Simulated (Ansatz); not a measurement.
Wires are cut from relaxed bulk AlNi (Pm-3m, 12.11 Å³/atom, gap on the mesh 0.00 eV); atoms and period are relaxed, and energies count from that bulk.

Level of theory: Ansatz 0.2.0, DFT PBE, scalar-relativistic, plane waves, PAW.

Plane waves to 420 eV, a k mesh through Γ of 1×1×13 on the computed 24-atom cell and Gaussian smearing (0.05 eV); no spin polarisation.

Start ([110] wire, 24 host atoms a period):

```
Al Ni
1.0
    15.10000    0.00000    0.00000
     0.00000   16.50000    0.00000
     0.00000    0.00000    4.09144
Al Ni
12 12
Direct
  0.29678 0.71917 0.00000
  0.29678 0.54383 0.00000
  0.29678 0.36850 0.00000
  0.56774 0.71917 0.00000
  0.56774 0.54383 0.00000
  0.56774 0.36850 0.00000
  0.43226 0.71917 0.50000
  0.43226 0.54383 0.50000
  0.43226 0.36850 0.50000
  0.70322 0.71917 0.50000
  0.70322 0.54383 0.50000
  0.70322 0.36850 0.50000
  0.43226 0.63150 0.00000
  0.43226 0.45617 0.00000
  0.43226 0.28083 0.00000
  0.29678 0.63150 0.50000
  0.29678 0.45617 0.50000
  0.29678 0.28083 0.50000
  0.70322 0.63150 0.00000
  0.70322 0.45617 0.00000
  0.70322 0.28083 0.00000
  0.56774 0.63150 0.50000
  0.56774 0.45617 0.50000
  0.56774 0.28083 0.50000
```

Q: Give the relaxed structure and its energy.

A: The free energy falls by 60 meV/atom.

```
excess energy (eV per host atom) : 0.687
line energy (eV/Å)               : 4.198
period (Å)                       : 3.927
gap on the mesh (eV)             : 0
```

Relaxed structure:
```
CELL_PARAMETERS angstrom
15.10000 0.00000 0.00000
0.00000 16.50000 0.00000
0.00000 0.00000 3.92686
ATOMIC_POSITIONS crystal
Al 0.28937 0.70697 0.00000
Al 0.29124 0.54038 0.00000
Al 0.29524 0.36694 0.00000
Al 0.56679 0.72443 0.00000
Al 0.56657 0.54549 0.00000
Al 0.56275 0.36415 0.00000
Al 0.43321 0.72443 0.50000
Al 0.43343 0.54549 0.50000
Al 0.43725 0.36415 0.50000
Al 0.71063 0.70697 0.50000
Al 0.70876 0.54038 0.50000
Al 0.70476 0.36694 0.50000
Ni 0.43541 0.63506 0.00000
Ni 0.43569 0.45816 0.00000
Ni 0.43112 0.28096 0.00000
Ni 0.30797 0.63307 0.50000
Ni 0.30927 0.45652 0.50000
Ni 0.31281 0.28790 0.50000
Ni 0.69203 0.63307 0.00000
Ni 0.69073 0.45652 0.00000
Ni 0.68719 0.28790 0.00000
Ni 0.56459 0.63506 0.50000
Ni 0.56431 0.45816 0.50000
Ni 0.56888 0.28096 0.50000
```

Spin polarisation was left out, and a magnetic state may lie lower.

Each run keeps its start's symmetry and one magnetic start, so lower states can exist.

The run took 3.3 min on 4 threads of Intel(R) Xeon(R) 6975P-C (Granite Rapids), on a shared host, peak memory 3.4 GiB.